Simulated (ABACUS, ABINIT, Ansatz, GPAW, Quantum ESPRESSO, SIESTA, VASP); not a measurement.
## One calculation of TePb, 8 ways

```xyz
2
Lattice="0.0000 3.2310 3.2310 3.2310 0.0000 3.2310 3.2310 3.2310 0.0000" Properties=species:S:1:pos:R:3 pbc="T T T"
Pb    0.0000    0.0000    0.0000
Te    3.2310    3.2310    3.2310
```

Alike in all runs: task single point; functional PBE; k mesh 7 × 7 × 7; occupations fermi-dirac, width 0.05 eV; no spin polarisation; no spin-orbit coupling. Pressure is positive in compression and, in plane waves, holds the error of the finite cutoff, which Ansatz's Pulay term estimates and takes out.

```
                                                                                   program and potentials  plane-wave cutoff (eV)                                                                      notes  pressure (GPa)
                                                                Quantum ESPRESSO, SSSP 1.3 efficiency PBE                     748                                    10 valence electrons an atom on average            1.99
                                                                                 ABINIT, JTH PAW PBE v2.0                     599                                    10 valence electrons an atom on average            2.11
SIESTA, files PseudoDojo sr-pbe-0.4.1-standard, DZP (energy shift 0.003 Ry; two zetas on semicore shells)                       -                      atomic basis; 15 valence electrons an atom on average            2.55
                                                 ABACUS, PseudoDojo NC SR 0.4.1 PBE standard, plane waves                    1129                                    15 valence electrons an atom on average            2.12
                                                               GPAW, GPAW PAW data sets (gpaw-data 1.2.1)                     600                                    10 valence electrons an atom on average            1.83
                                                                     VASP, PBE PAW files Pb_d, Te, 520 eV                     520                                    10 valence electrons an atom on average            2.07
                                                                    Ansatz, Ansatz PAW (earlier soft set)                     420  15 valence electrons an atom on average; Pulay term of +0.02 GPa included            2.12
                                                           Ansatz, all-electron LAPW, scalar-relativistic                       -                                                                          -            2.12
```

The pressure spans 1.83 (GPAW, GPAW PAW data sets (gpaw-data 1.2.1)) to 2.55 GPa (SIESTA, files PseudoDojo sr-pbe-0.4.1-standard, DZP (energy shift 0.003 Ry; two zetas on semicore shells)), with all-electron results at 2.12. Rows in atomic bases carry the error of their basis and grid, which can be large.

Differences between rows come from potentials, basis sets and numerical settings, since the functional is the same but for its coding. Runs on potential files found faulty are left out.
